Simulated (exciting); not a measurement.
Here is an exciting (release sodium) calculation.

File input.xml:

```xml
<input>
  <title>Mg</title>
  <structure speciespath="./" tshift="false">
    <crystal scale="6.0646980518">
      <basevect>0.999999999994 0.000000000000 0.000000000000</basevect>
      <basevect>-0.499999999997 0.866025403790 0.000000000000</basevect>
      <basevect>0.000000000000 0.000000000000 1.623500451802</basevect>
    </crystal>
    <species speciesfile="Mg.xml" rmt="2">
      <atom coord="0.666666666700 0.333333333300 0.750000000000"/>
      <atom coord="0.333333333300 0.666666666700 0.250000000000"/>
    </species>
  </structure>
  <groundstate do="fromscratch" ngridk="10 10 5" rgkmax="6.5" gmaxvr="14" lmaxapw="10" lmaxmat="10" lmaxvr="8" xctype="LDA_XALPHA" stype="Gaussian" swidth="0.00499791" nempty="10" ValenceRelativity="iora*" epsengy="1e-05" epspot="1e-05" maxscl="60" outputlevel="low"/>
  <properties>
    <bandstructure>
      <plot1d>
        <path steps="120">
          <point coord="0 0 0" label="G"/>
          <point coord="0.5 0 0" label="M"/>
          <point coord="0.3333333333 0.3333333333 0" label="K"/>
          <point coord="0 0 0" label="G"/>
          <point coord="0 0 0.5" label="A"/>
          <point coord="0.5 0 0.5" label="L"/>
          <point coord="0.3333333333 0.3333333333 0.5" label="H"/>
          <point coord="0 0 0.5" label="A" breakafter="true"/>
          <point coord="0.5 0 0.5" label="L"/>
          <point coord="0.5 0 0" label="M" breakafter="true"/>
          <point coord="0.3333333333 0.3333333333 0" label="K"/>
          <point coord="0.3333333333 0.3333333333 0.5" label="H"/>
        </path>
      </plot1d>
    </bandstructure>
  </properties>
</input>
```

Potentials or basis: all-electron LAPW+lo, shipped species files, valence relativity iora*.

Run with:

```console
$ OMP_NUM_THREADS=1 exciting_smp
```

Q: Estimate the density of states at the Fermi level.

A: 1.44 states/eV per cell.

Q: What does it give for the band gap on the k mesh?

A: None (metal or under the smearing width).

Levels at the corners of the path, in eV from the Fermi level:
```csv
point,band 8,band 9,band 10,band 11,band 12,band 13
Γ,-42.13,-6.91,-1.66,-1.31,10.79,10.79
M,-42.14,-2.16,-2.13,2.61,3.01,3.17
K,-42.15,-0.63,-0.63,-0.61,4.06,4.06
Γ,-42.13,-6.91,-1.66,-1.31,10.79,10.79
A,-42.13,-5.52,-5.52,4.94,4.94,11.54
L,-42.14,-1.09,-1.09,-0.51,-0.51,7.89
H,-42.14,0.19,0.19,0.67,0.67,1.42
A,-42.13,-5.52,-5.52,4.94,4.94,11.54
L,-42.14,-1.09,-1.09,-0.51,-0.51,7.89
M,-42.14,-2.16,-2.13,2.61,3.01,3.17
K,-42.15,-0.63,-0.63,-0.61,4.06,4.06
H,-42.14,0.19,0.19,0.67,0.67,1.42
```

Caveat: the log's total energy holds no entropy term; the free energy is that total less TS from the occupations.
